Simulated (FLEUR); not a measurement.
# Be (P6_3/mmc) in FLEUR: further runs

One crystal, Be, is run at these levels: PBE; tasks: single point.

Everything below comes from runs of FLEUR MaX-R8.1 (later development tree). Logs are shortened: lines on timing, memory, paths and dates and some standing lists are left out, and cuts for length are marked.

### 1 The crystal as given

It takes space group P6_3/mmc (No. 194, hexagonal). Conventional cell: a = 2.285 Å, b = 2.285 Å, c = 3.584 Å, α = 90.00°, β = 90.00°, γ = 120.00°. Be (site symmetry -6m2) has 12 Be at 2.23 to 2.29 Å as nearest neighbours.

### 2 Single point, PBE

inp.xml

```xml
<?xml version="1.0" encoding="UTF-8" standalone="no"?>
<fleurInput fleurInputVersion="0.39">
   <comment>
      Be                                                                                                  
   </comment>
   <calculationSetup>
      <cutoffs Kmax="3.8" Gmax="11.8" GmaxXC="11.8" numbands="0"/>
      <scfLoop itmax="60" minDistance="0.00001" maxIterBroyd="15" imix="Anderson" alpha="0.05" precondParam="0.0" spinf="2.0" sdNocoIR="T"/>
      <coreElectrons ctail="T" frcor="F" kcrel="0" coretail_lmax="0"/>
      <xcFunctional name="pbe" relativisticCorrections="F"/>
      <magnetism jspins="1"/>
      <soc l_soc="F" theta="0.0" phi="0.0" spav="F"/>
      <expertModes spex="0" secvar="F"/>
      <geometryOptimization l_f="T" forcealpha="1.0" forcemix="BFGS" epsdisp="0.0005" epsforce="0.0002"/>
      <ldaU l_linMix="F" mixParam="0.05" spinf="1.0"/>
   </calculationSetup>
   <cell>
      <bzIntegration valenceElectrons="8.0" mode="hist" fermiSmearingEnergy="0.00183747">
         <kPointListSelection listName="default-1"/>
         <!-- k-points included here -->
         <xi:include xmlns:xi="http://www.w3.org/2001/XInclude" href="kpts.xml"> </xi:include>
      </bzIntegration>
      <!-- symmetry operations included here -->
      <xi:include xmlns:xi="http://www.w3.org/2001/XInclude" href="sym.xml"> </xi:include>
      <bulkLattice scale="1.0">
         <bravaisMatrix>
            <row-1>    4.3185911125483791     0.0000000000000000     0.0000000000000000</row-1>
            <row-2>   -2.1592955562741896     3.7400096120839783     0.0000000000000000</row-2>
            <row-3>    0.0000000000000000     0.0000000000000000     6.7731563757913200</row-3>
         </bravaisMatrix>
      </bulkLattice>
   </cell>
   <atomSpecies>
      <species name="Beryllium (Be)" element="Be" atomicNumber="4">
         <mtSphere radius="1.89" gridPoints="645" logIncrement="0.016"/>
         <atomicCutoffs lmax="8" lnonsphr="6"/>
         <electronConfig flipSpins="F">
            <coreConfig></coreConfig>
            <valenceConfig>(1s1/2) (2s1/2)</valenceConfig>
         </electronConfig>
         <energyParameters s="2" p="2" d="3" f="4"/>
         <lo type="SCLO" l="0" n="1" eDeriv="0"/>
         <lo type="SCLO" l="1" n="2" eDeriv="2"/>
         <lo type="SCLO" l="2" n="3" eDeriv="2"/>
      </species>
   </atomSpecies>
   <atomGroups>
      <atomGroup species="Beryllium (Be)">
         <relPos label="                   1">-1.000/3.000 1.000/3.000 -1.000/4.000</relPos>
         <relPos label="                   2">1.000/3.000 -1.000/3.000 1.000/4.000</relPos>
         <force calculate="T" relaxXYZ="TTT"/>
      </atomGroup>
   </atomGroups>
   <output dos="F" band="F" slice="F">
      <checks vchk="F" cdinf="F"/>
      <bandDOS minEnergy="-.5*Htr" maxEnergy="0.5*Htr" sigma="0.015" storeEVData="T"/>
      <vacuumDOS vacdos="F" integ="F" star="F" nstars="0" locx1="0.0" locy1="0.0" locx2="0.0" locy2="0.0" nstm="0" tworkf="0.0"/>
      <unfoldingBand unfoldBand="F" supercellX="1" supercellY="1" supercellZ="1"/>
      <plotting iplot="0" polar="F">
         <plot TwoD="T" vec1="  1.0  0.0  0.0" vec2="  0.0  1.0  0.0" vec3="  0.0  0.0  1.0" zero="  0.0  0.0  0.0" file="plot"/>
      </plotting>
      <chargeDensitySlicing numkpt="0" minEigenval="0.0" maxEigenval="0.0" nnne="0" pallst="F"/>
      <specialOutput eonly="F"/>
      <moessbauerParams electricFieldGradient="T" isomerShift="T" coreHyperfine="T" valenceHyperfine="T"/>
      <magneticCircularDichroism mcd="F" energyLo="-10.0" energyUp="0.0"/>
   </output>
  <!-- We include the file relax.xml here to enable relaxations (see documentation) -->
  <xi:include xmlns:xi="http://www.w3.org/2001/XInclude" href="relax.xml"> <xi:fallback/> </xi:include>
</fleurInput>
```

crystal.txt

```
Be
&input cartesian=F /
2.2853000000  0.0000000000  0.0000000000
-1.1426500000  1.9791278553  0.0000000000
0.0000000000  0.0000000000  3.5842000000
1.8897261246
1.0 1.0 1.0

2
4 0.6666666667  0.3333333333  0.7500000000
4 0.3333333333  0.6666666667  0.2500000000

&kpt div1=13 div2=13 div3=8 gamma=T /
```

Potentials or basis: all-electron, FLAPW.

Launch:

```sh
> inpgen -f crystal.txt -profile fastHighL
> # inp.xml edited to the form shown
> fleur_MPI
```

Standard output:

```text
Welcome to FLEUR        (www.flapw.de)
      MaX-Release 8.1          (www.max-centre.eu)

 ========== k-point set info ==========
 Selected k-point list: default-1
 k-point list type: mesh
 13 x 13 x 8
 Number of k points: 105

 ------------Calculation Setup---------------------------
 Number of MPI-tasks      :            1
 Number of PE/node        :            1
 Number of OMP-threads    :            1
 Most efficient MPI parallelization for:
           1           3           5           7          15          21          35         105
 Additional eigenvalue parallelization possible
 Number of basis functions:          146
 Approximate size of matrices (H+S) per k-point:         0.000 GB
 --------------------------------------------------------
Nuclear radius smaller than smallest radial mesh point for atom type 1 -- skipping its core isomer shift
Nuclear radius smaller than smallest radial mesh point for atom type 1 -- skipping its isomer shift
 Iteration:     1   Distance:       8.00399487 me/bohr^3
Nuclear radius smaller than smallest radial mesh point for atom type 1 -- skipping its core isomer shift
Nuclear radius smaller than smallest radial mesh point for atom type 1 -- skipping its isomer shift
 Iteration:     2   Distance:       7.54480703 me/bohr^3
Nuclear radius smaller than smallest radial mesh point for atom type 1 -- skipping its core isomer shift
Nuclear radius smaller than smallest radial mesh point for atom type 1 -- skipping its isomer shift
 Iteration:     3   Distance:       0.25020110 me/bohr^3
Nuclear radius smaller than smallest radial mesh point for atom type 1 -- skipping its core isomer shift
Nuclear radius smaller than smallest radial mesh point for atom type 1 -- skipping its isomer shift
 Iteration:     4   Distance:       0.08982962 me/bohr^3
Nuclear radius smaller than smallest radial mesh point for atom type 1 -- skipping its core isomer shift
Nuclear radius smaller than smallest radial mesh point for atom type 1 -- skipping its isomer shift
 Iteration:     5   Distance:       0.01585158 me/bohr^3
Nuclear radius smaller than smallest radial mesh point for atom type 1 -- skipping its core isomer shift
Nuclear radius smaller than smallest radial mesh point for atom type 1 -- skipping its isomer shift
 Iteration:     6   Distance:       0.00053540 me/bohr^3
Nuclear radius smaller than smallest radial mesh point for atom type 1 -- skipping its core isomer shift
Nuclear radius smaller than smallest radial mesh point for atom type 1 -- skipping its isomer shift
 Iteration:     7   Distance:       0.00048262 me/bohr^3
Nuclear radius smaller than smallest radial mesh point for atom type 1 -- skipping its core isomer shift
Nuclear radius smaller than smallest radial mesh point for atom type 1 -- skipping its isomer shift
 Iteration:     8   Distance:       0.00002062 me/bohr^3
Nuclear radius smaller than smallest radial mesh point for atom type 1 -- skipping its core isomer shift
Nuclear radius smaller than smallest radial mesh point for atom type 1 -- skipping its isomer shift
 Iteration:     9   Distance:       0.00001045 me/bohr^3
Nuclear radius smaller than smallest radial mesh point for atom type 1 -- skipping its core isomer shift
Nuclear radius smaller than smallest radial mesh point for atom type 1 -- skipping its isomer shift
 Iteration:    10   Distance:       0.00000049 me/bohr^3
Nuclear radius smaller than smallest radial mesh point for atom type 1 -- skipping its core isomer shift
Nuclear radius smaller than smallest radial mesh point for atom type 1 -- skipping its isomer shift

 ********************************************************************
 Run finished successfully
 Stop message:
   Structural relaxation: Done
 ********************************************************************
```

It took 10 s on 1 thread of Arm Neoverse V2, shared host; peak memory 0.05 GiB.

Results:

- Free energy: -803.8164 eV
- Band gap on the k mesh: none (metal or under the smearing width)
- Valence electrons inside the program's atomic spheres: Be 3.03 (radii Be 1.89 bohr)

Levels at points of the mesh, in eV from the Fermi level:
| k point | band 3 | band 4 | band 5 | band 6 | band 7 |
| --- | --- | --- | --- | --- | --- |
| (0.00, 0.00, 0.00) | -11.06 | -4.17 | 1.25 | 15.76 | 15.76 |
| (0.00, 0.00, 0.50) | -8.91 | -8.91 | 10.77 | 10.77 | 17.39 |

### 3 Single point, PBE (atoms moved at random, drawn with an rms of 0.05 Å)

inp.xml, as its differences from that of step 2:

```diff
@@ -34,3 +34,3 @@
       <species name="Beryllium (Be)" element="Be" atomicNumber="4">
-         <mtSphere radius="1.89" gridPoints="645" logIncrement="0.016"/>
+         <mtSphere radius="1.89" gridPoints="625" logIncrement="0.016"/>
          <atomicCutoffs lmax="8" lnonsphr="6"/>
@@ -48,4 +48,4 @@
       <atomGroup species="Beryllium (Be)">
-         <relPos label="                   1">-1.000/3.000 1.000/3.000 -1.000/4.000</relPos>
-         <relPos label="                   2">1.000/3.000 -1.000/3.000 1.000/4.000</relPos>
+         <relPos label="                   1">-.3145780000 .3408440000 -.2541825000</relPos>
+         <relPos label="                   2">.3145780000 -.3408440000 .2541825000</relPos>
          <force calculate="T" relaxXYZ="TTT"/>
```

crystal.txt, as its differences from that of step 2:

```diff
@@ -9,4 +9,4 @@
 2
-4 0.6666666667  0.3333333333  0.7500000000
-4 0.3333333333  0.6666666667  0.2500000000
+4 0.6882380000  0.3384440000  0.7501790000
+4 0.3173940000  0.6567560000  0.2585440000
```

Potentials or basis: all-electron, FLAPW.

Launch:

```sh
> inpgen -f crystal.txt -profile fastHighL
> # inp.xml edited to the form shown
> fleur_MPI
```

It took 2.2 min on 1 thread of Arm Neoverse V2, shared host; peak memory 0.07 GiB.

Results (log left out):

| Item | Value |
| --- | --- |
| Free energy | -803.8027 eV |
| Largest force | 0.361 eV/Å |
| Band gap on the k mesh | none (metal or under the smearing width) |
| Valence electrons inside the program's atomic spheres | Be 3.03 (radii Be 1.89 bohr) |

Forces in eV/Å, atoms in the order of the input:
```
Be  -0.255 -0.118  0.226
Be   0.255  0.118 -0.226
```

Levels at points of the mesh, in eV from the Fermi level:
| k point | band 3 | band 4 | band 5 | band 6 | band 7 |
| --- | --- | --- | --- | --- | --- |
| (0.00, 0.00, 0.00) | -11.05 | -4.16 | 1.25 | 15.55 | 16.02 |
| (0.00, 0.00, 0.50) | -8.96 | -8.84 | 10.52 | 11.05 | 17.24 |
